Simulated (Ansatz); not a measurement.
# TiPt3 in Ansatz: the effect of functional

TiPt3:

```
Pt Ti
1.0
     3.87084    0.00000    0.00000
     0.00000    3.87084    0.00000
     0.00000    0.00000    3.87084
Pt Ti
3 1
Direct
  0.50000 0.50000 0.00000
  0.50000 0.00000 0.50000
  0.00000 0.50000 0.50000
  0.00000 0.00000 0.00000
```

The cell isn't the ideal one: volume scaled by 0.98.

Alike in all runs:

| Item | Value |
| --- | --- |
| Program | Ansatz 0.2.0 |
| Task | single point |
| Potentials or basis | Ansatz PAW |
| k mesh | 7 × 7 × 7 |
| Occupations | fermi-dirac, width 0.05 eV |
| Spin | no spin polarisation |

```csv
functional,cutoff,pressure (GPa)
LDA,420 eV (not typed: the program's choice for these potentials),0.5
r2SCAN,500 eV (not typed: the program's choice for these potentials),10.9
PBE,420 eV (not typed: the program's choice for these potentials),?
```

What does the run with functional PBE give?

Pressure 16.2 GPa.

Caveats: the PAW data sets come from PBE, with cores solved anew for the run's functional, which leaves a small shift of forces and pressure (some runs).
